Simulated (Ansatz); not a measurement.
# Ti under pressure

Method: Ansatz 0.2.0, DFT PBE, scalar-relativistic, plane waves, PAW. Plane waves to 420 eV; Γ-centred k mesh 18×18×10; Fermi-Dirac smearing of 0.15 eV. No spin polarisation. Phonons by linear response, acoustic sum rule imposed.

The cell, relaxed at this level:
```
Ti
1.0
     2.94052    0.00000    0.00000
    -1.47026    2.54657    0.00000
     0.00000    0.00000    4.66401
Ti
2
Direct
  0.33333 0.66667 0.25000
  0.66667 0.33333 0.75000
```

In a metal, frequencies and elastic constants depend on the k mesh and the smearing, soft modes and shear constants most.

Optical modes at Γ (cm⁻¹) at zero pressure: 114, 196.

Task: Under hydrostatic pressure the same modes lie at 113, 220 cm⁻¹. What is the pressure, and how much has the cell shrunk?

Result: 5 GPa; the volume is 4.2 % smaller.

Cost: 2 runs of about 1.8 core-minutes in all, on Intel Xeon Platinum 8375C (Ice Lake) (shared hosts).